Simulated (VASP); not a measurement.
# HfS2 (P-3m1) in VASP: a series of runs, part 2 of 2

VASP 6.6.1. Earlier steps stand in the parts before.

## (4) Relaxation of cell and atoms, PBE+D3(BJ)

Contents of INCAR:

```
PREC     = Accurate       # precision mode
ENCUT    = 600            # plane-wave cutoff, eV
EDIFF    = 1E-6           # SCF threshold, eV
ISMEAR   = 0              # smearing method
SIGMA    = 0.03           # smearing width, eV
LREAL    = False          # projectors in reciprocal space
LASPH    = True           # aspherical terms in the spheres
NELM     = 80             # most SCF steps
ALGO     = Normal         # electronic algorithm
ISIF     = 3              # what is computed and relaxed
LWAVE    = False          # write WAVECAR
LCHARG   = False          # write CHGCAR
GGA      = PE             # functional
IVDW     = 12             # dispersion correction
IBRION   = 2              # ionic algorithm
NSW      = 90             # ionic steps
EDIFFG   = -0.01          # ionic threshold
KPAR     = 2
```

Contents of KPOINTS:

```
Automatic mesh
0
Gamma
  9 9 5
```

Contents of POSCAR:

```
HfS2
1.0
    3.6396641800      0.0000000000      0.0000000000
   -1.8198320900      3.1520416411      0.0000000000
    0.0000000000      0.0000000000      6.0555624700
Hf S
1 2
Direct
    0.0000000000      0.0000000000      0.0000000000
    0.6666666700      0.3333333300      0.7639520500
    0.3333333300      0.6666666700      0.2360479500
```

Potentials or basis: VASP PAW PBE potentials, release 64 (Hf_pv, S).

The run is started by

```bash
cat potpaw_PBE.64/Hf_pv/POTCAR potpaw_PBE.64/S/POTCAR > POTCAR
mpirun -np 2 vasp_std > vasp.out
```

It took 4.5 min on 2 MPI ranks of AMD EPYC 7R13 (Zen 3), shared host; peak memory 0.24 GiB.

Results (log left out):

* Free energy: -23.8879 eV
* Relaxed volume: 21.55 Å³/atom
* Relaxed cell: a = 3.597 Å, b = 3.597 Å, c = 5.770 Å, α = 90.00°, β = 90.00°, γ = 120.00°
* Space group after relaxing (to 0.05 Å): P-3m1 (No. 164)
* Energy gained by relaxing: 9.9 meV/atom
* Ionic steps: 13
* Pressure after relaxing: 0.0 GPa
* Band gap on the k mesh: 0.91 eV, indirect (least direct gap 1.85 eV)
* Dispersion energy per atom: -0.342 eV

Stress tensor (GPa, compression positive):
```
 0.07  0.00  0.00
 0.00  0.07  0.00
 0.00  0.00 -0.06
```

The path:
| step | energy change (eV) | largest force (eV/Å) | pressure (GPa) | volume (Å³) |
| --- | --- | --- | --- | --- |
| 1 | 0.0000 | 0.1620 | -1.05 | 69.47 |
| 2 | -0.0063 | 0.3158 | 0.69 | 67.96 |
| 3 | -0.0064 | 0.2992 | 0.54 | 68.12 |
| 4 | -0.0120 | 0.1578 | 0.15 | 67.80 |
| 5 | -0.0134 | 0.0495 | -0.13 | 67.56 |
| 6 | -0.0167 | 0.0398 | -0.23 | 67.30 |
| 7 | -0.0244 | 0.0082 | -0.52 | 66.52 |
| 8 | -0.0259 | 0.0638 | -0.91 | 64.92 |
| 9 | -0.0279 | 0.0192 | -0.73 | 65.70 |
| 10 | -0.0287 | 0.1172 | 0.54 | 64.57 |
| 11 | -0.0292 | 0.0652 | 0.06 | 64.99 |
| 12 | -0.0296 | 0.0379 | 0.03 | 64.84 |
| 13 | -0.0298 | 0.0014 | 0.02 | 64.65 |

Final structure:
```cif
data_structure
_symmetry_space_group_name_H-M 'P 1'
_symmetry_Int_Tables_number 1
_cell_length_a 3.5968
_cell_length_b 3.5968
_cell_length_c 5.7700
_cell_angle_alpha 90.000
_cell_angle_beta 90.000
_cell_angle_gamma 120.000
_cell_volume 64.65
loop_
_atom_site_label
_atom_site_type_symbol
_atom_site_fract_x
_atom_site_fract_y
_atom_site_fract_z
_atom_site_occupancy
Hf1 Hf 0.00000 0.00000 0.00000 1
S1 S 0.66667 0.33333 0.74784 1
S2 S 0.33333 0.66667 0.25216 1
```

Levels at points of the mesh, in eV from the valence-band top:
```tsv
k point	band 9	band 10	band 11	band 12	band 13	band 14
(0.00, 0.00, 0.00)	-0.15	-0.15	0.00	1.89	1.89	2.44
```

Caveat: spin-orbit coupling is left out, which moves the levels of the heavy elements; an odd mesh through Γ misses points on the zone boundary, where band edges often lie.

## (5) Relaxation of cell and atoms, PBE+D3(BJ)

This run uses another cell than the first one, of 21.55 Å³/atom, 0.931 times its volume.

Edit INCAR of step 4 so:

```diff
@@ -2,3 +2,3 @@
 ENCUT    = 600            # plane-wave cutoff, eV
-EDIFF    = 1E-6           # SCF threshold, eV
+EDIFF    = 1E-7           # SCF threshold, eV
 ISMEAR   = 0              # smearing method
@@ -16,3 +16,3 @@
 NSW      = 90             # ionic steps
-EDIFFG   = -0.01          # ionic threshold
+EDIFFG   = -0.005         # ionic threshold
 KPAR     = 2
```

KPOINTS is that of step 4.

Contents of POSCAR:

```
HfS2                                    
1.0
    3.5968391904      0.0000000000     -0.0000000000
   -1.7984195952      3.1149541122      0.0000000000
    0.0000000000      0.0000000000      5.7700005906
  Hf              S             
     1     2
Direct
     0.0000000000000000    0.0000000000000000    0.0000000000000000
     0.6666666699999979    0.3333333300000021    0.7478435740700292
     0.3333333300000021    0.6666666699999979    0.2521564259299708
```

Potentials or basis: VASP PAW PBE potentials, release 64 (Hf_pv, S).

The run is started by

```bash
cat potpaw_PBE.64/Hf_pv/POTCAR potpaw_PBE.64/S/POTCAR > POTCAR
mpirun -np 2 vasp_std > vasp.out
```

OUTCAR:

```text
PREC = Accurate
   ENCUT = 600
   EDIFF = 1E-7
   ISMEAR = 0
   LREAL = False
   LASPH = True
   NELM = 80
   ISIF = 3
   GGA = PE
   IVDW = 12
   IBRION = 2
   NSW = 90
   EDIFFG = -0.005
 IVDW          = 12

 ion  position               nearest neighbor table
   1  0.000  0.000  0.000-   2 2.54   3 2.54   3 2.54   2 2.54   2 2.54   3 2.54
   2  0.667  0.333  0.748-   1 2.54   1 2.54   1 2.54
   3  0.333  0.667  0.252-   1 2.54   1 2.54   1 2.54

  LATTYP: Found a hexagonal cell.
 ALAT       =     3.5968391904
 C/A-ratio  =     1.6041864218

  Lattice vectors:

 A1 = (   3.5968391904,   0.0000000000,   0.0000000000)
 A2 = (  -1.7984195952,   3.1149541122,   0.0000000000)
 A3 = (   0.0000000000,   0.0000000000,   5.7700005906)

Analysis of symmetry for initial positions (statically):
=====================================================================
 Subroutine PRICEL returns:
 Original cell was already a primitive cell.

 Routine SETGRP: Setting up the symmetry group for a
 hexagonal supercell.

 Subroutine GETGRP returns: Found 12 space group operations
 (whereof 12 operations were pure point group operations)
 out of a pool of 24 trial point group operations.

The static configuration has the point symmetry D_3d.

Analysis of symmetry for dynamics (positions and initial velocities):
[... 161 lines left out ...]
  ---------------------------------------------------
  free energy    TOTEN  =       -22.86017310 eV

  energy without entropy =      -22.86017310  energy(sigma->0) =      -22.86017310

------------------------ aborting loop because EDIFF is reached ----------------------------------------

 Edisp (eV)   -1.02735

 E8    (eV) :    -0.4433
[... 114 lines left out ...]
--------------------------------------- Ionic step        4  -------------------------------------------

 number of electron      22.0000001 magnetization

 Free energy of the ion-electron system (eV)
  ---------------------------------------------------
  ext. energy  EPLUGINS =         0.00000000
  ---------------------------------------------------
  free energy    TOTEN  =       -22.86082398 eV

  energy without entropy =      -22.86082398  energy(sigma->0) =      -22.86082398

 E-fermi :   3.9397     XC(G=0):  -9.8495

 val. band max:        3.7415657306   @ k =   0.0000   0.0000   0.0000
 cond. band min:       4.6501196870   @ k =   0.0000   0.4444   0.4000
 fundamental gap:      0.9085539565
 Fermi energy:         3.9397346353

 k-point     1 :       0.0000    0.0000    0.0000
  band No.  band energies     occupation
      1     -27.0805      2.00000
      2     -26.9625      2.00000
      3     -26.9625      2.00000
      4      -9.5893      2.00000
      5      -7.7689      2.00000
      6      -1.3304      2.00000
      7       0.8619      2.00000
      8       0.8619      2.00000
      9       3.5798      2.00000
     10       3.5798      2.00000
     11       3.7416      2.00000
     12       5.6281      0.00000
     13       5.6281      0.00000
     14       6.1773      0.00000
[... 401 lines left out ...]
      2     -27.0539      2.00000
      3     -27.0006      2.00000
      4      -8.6754      2.00000
      5      -7.9400      2.00000
      6      -0.4774      2.00000
      7       0.2298      2.00000
      8       0.7919      2.00000
      9       1.1508      2.00000
     10       2.1803      2.00000
     11       3.0773      2.00000
     12       5.4506      0.00000
     13       6.7138      0.00000
     14       7.7191      0.00000
     15       8.6321      0.00000

 [... further k-points ...]

------------------------ aborting loop because EDIFF is reached ----------------------------------------

 Edisp (eV)   -1.02674

 E8    (eV) :    -0.4430
[... 26 lines left out ...]
  FREE ENERGIE OF THE ION-ELECTRON SYSTEM (eV)
  ---------------------------------------------------
  free  energy   TOTEN  =       -23.8875641290 eV

  energy  without entropy=      -23.8875641290  energy(sigma->0) =      -23.88756413

 reached required accuracy - stopping structural energy minimisation
```

Wall time 95 s (2 MPI ranks of AMD EPYC 7R13 (Zen 3), shared host); peak memory 0.23 GiB.

Results:

```yaml
Free_energy: -23.8876 eV
Relaxed_volume: 21.56 Å³/atom
Relaxed_cell: a = 3.599 Å, b = 3.599 Å, c = 5.765 Å, α = 90.00°, β = 90.00°, γ = 120.00°
Space_group_after_relaxing_to_0.05_Å: P-3m1 (No. 164)
Energy_gained_by_relaxing: 0.0 meV/atom
Ionic_steps: 4
Pressure_after_relaxing: 0.0 GPa
Largest_force_after_relaxing: 0.003 eV/Å
Band_gap_on_the_k_mesh: 0.91 eV, indirect (least direct gap 1.86 eV)
Dispersion_energy_per_atom: -0.342 eV
```

Forces on the atoms (eV/Å):
```
Hf   0.000  0.000  0.000
S    0.000  0.000 -0.003
S    0.000  0.000  0.003
```

Final structure:
```yaml
crystal:
  lattice:
    - [3.59936, 0.00000, 0.00000]
    - [-1.79968, 3.11714, 0.00000]
    - [0.00000, 0.00000, 5.76533]
  atoms:
    - { symbol: Hf, position: [0.00000, 0.00000, 0.00000] }
    - { symbol: S, position: [0.66667, 0.33333, 0.74789] }
    - { symbol: S, position: [0.33333, 0.66667, 0.25211] }
```

Caveat: spin-orbit coupling is left out, which moves the levels of the heavy elements; an odd mesh through Γ misses points on the zone boundary, where band edges often lie.
